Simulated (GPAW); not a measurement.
Runs of GPAW 26.7.0 on SnTe. Symmetry: Fm-3m, No. 225, cubic system. Conventional cell: a = 6.302 Å, b = 6.302 Å, c = 6.302 Å, α = 90.00°, β = 90.00°, γ = 90.00°. Around Te (site symmetry m-3m) lie 6 Sn at 3.15 Å. Sn (site symmetry m-3m) is surrounded by 6 Te at 3.15 Å. 

```csv
task,cell,smearing,maxiter,convergence,response ecut,response k mesh,response bands,gap on the mesh (eV)
single point,"Fm-3m, 31.28 Å³/atom",fermi-dirac 0.05 eV,120,default,-,-,-,0.11
dielectric tensor,"Fm-3m, 31.28 Å³/atom",fermi-dirac 0.001 eV,150,-,80 eV,18 × 18 × 18,30,0.11
dielectric tensor,"Fm-3m, 31.91 Å³/atom",fermi-dirac 0.001 eV,150,-,80 eV,18 × 18 × 18,30,(a)
dielectric tensor,"Fm-3m, 32.53 Å³/atom",fermi-dirac 0.001 eV,150,-,80 eV,18 × 18 × 18,30,0.01
```

Alike in all rows: level PBE; potentials or basis GPAW PAW data sets (gpaw-data 1.2.1), pw; no spin polarisation; k mesh 6 × 6 × 6; cutoff (eV) 450.

**Question.** Estimate the missing entries.

**Answer.** (a) 0.05.

Caveats: spin-orbit coupling is left out, which moves the levels of the heavy elements; the gap is small at this level, which inflates the dielectric constant (some runs); the long-wavelength limit can be off by a per cent or two (some runs); the cutoff is short for stress and forces, so pressures can be off by a GPa or more (some runs); the dielectric constant isn't converged in the k mesh (some runs).

A k mesh can miss the band edges, and the runs leave out spin-orbit coupling on Sn, Te.
